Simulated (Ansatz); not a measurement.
## Lu: one input, then a changed one

The cell is COD entry 1538083, as deposited and not checked against the literature; nothing was relaxed.

First run: DFT, PBEsol, all-electron LAPW, scalar-relativistic (Ansatz 0.2.0).

Command: `ansatz run input.yaml --threads 1 --pin off --max-ram 2048MiB --backend cpu --events-out ev --progress --plain --runs-dir out` The run took 48 s on 1 thread of Arm Neoverse V2, with other jobs on the host, peak memory 0.52 GiB.

```yaml
crystal:
  lattice:
    - [3.5098988894, 0.0, 0.0]
    - [-1.7549494447, 3.039661603, 0.0]
    - [0.0, 0.0, 5.5666]
  atoms:
    - { symbol: Lu, position: [0.3333333333, 0.6666666667, 0.25] }
    - { symbol: Lu, position: [0.6666666667, 0.3333333333, 0.75] }
kpoints:
  mp_grid: { grid: [13, 13, 8] }
  band_path:
    path:
      - [0.0, 0.0, 0.0]
      - [0.5, 0.0, 0.0]
      - [0.3333333333, 0.3333333333, 0.0]
      - [0.0, 0.0, 0.0]
      - [0.0, 0.0, 0.5]
      - [0.5, 0.0, 0.5]
      - [0.3333333333, 0.3333333333, 0.5]
      - [0.0, 0.0, 0.5]
      - [0.5, 0.0, 0.5]
    npoints: 5
scf:
  occupations: { method: fermi_dirac, width: 0.03 }
hamiltonian:
  xc: pbesol
  pseudopotentials: { kind: all_electron, lapw: { basis_error: 0.0005 } }
output:
  forces: true
  stress: true
  eigenvalues: true
```

Result: converged; pressure -3.38 GPa; no gap on the k mesh; 9 SCF iterations.

Spin–orbit coupling is left out, though it moves levels of the heavy atoms by tenths of an eV or more.

A second run of a changed input logged this at its end:

```
Error: inconsistent input (magnetization.spin_polarized): false but per-atom `spin:`, `per_species`, `initial_magnetization`, `magnetic_field`, or `spin_locking` is set
```

What was wrong with the input?

A moment without spin polarisation, by this change (others could give a like log):
```diff
@@ -5,5 +5,5 @@
     - [0.0, 0.0, 5.5666]
   atoms:
-    - { symbol: Lu, position: [0.3333333333, 0.6666666667, 0.25] }
+    - { symbol: Lu, position: [0.3333333333, 0.6666666667, 0.25], spin: 2.0 }
     - { symbol: Lu, position: [0.6666666667, 0.3333333333, 0.75] }
 kpoints:
@@ -23,4 +23,5 @@
 scf:
   occupations: { method: fermi_dirac, width: 0.03 }
+  max_iter: 60
 hamiltonian:
   xc: pbesol
```
